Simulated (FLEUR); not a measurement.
CdTe under changes of volume

One of the cells (32.922 Å³/atom); the others are scaled copies at fixed shape and fractional positions:

```
Te Cd
1.0
     0.00000    3.20500    3.20500
     3.20500    0.00000    3.20500
     3.20500    3.20500    0.00000
Te Cd
1 1
Direct
  0.75000 0.75000 0.75000
  0.00000 0.00000 0.00000
```

- Program: FLEUR MaX-R8.1 (patched build s14)
- Functional: LDA exchange alone (X-alpha)
- Potentials or basis: all-electron
- Basis: FLAPW
- Kmax: 3.8 1/bohr
- k mesh: 7 × 7 × 7
- Occupations: fermi-dirac, width 0.05 eV
- Spin: no spin polarisation

| volume (Å³/atom) | energy over the lowest point (meV/atom) | gap on the mesh (eV) |
| --- | --- | --- |
| 30.947 | 69.56 | 0.71 |
| 31.605 | 47.20 | 0.65 |
| 32.922 | 15.78 | 0.53 |
| 34.239 | ? | ? |
| 34.897 | 0.00 | 0.36 |

**Question.** What does the run at 34.239 Å³/atom give?

**Answer.** Energy over the lowest point 1.37 meV/atom; gap on the mesh 0.41 eV.

Worked out: A Birch-Murnaghan fit of order 2 (a polynomial in V^(-2/3)) to the other rows has its minimum at 34.93 Å³/atom, just outside them, with B0 = V·E''(V) = 40 GPa. It gives 1.73 meV/atom at 34.239 Å³/atom, against the run's 1.37. A straight line through the other rows of the gap, of slope -2.92 eV per unit of ln V (its deformation potential), gives 0.42 eV, against the run's 0.41.

Energies are extrapolated to zero smearing.

Caveats: the plane-wave cutoff is short for the semicore states, which can make moduli rough; spin-orbit coupling is left out, which moves the levels of the heavy elements.
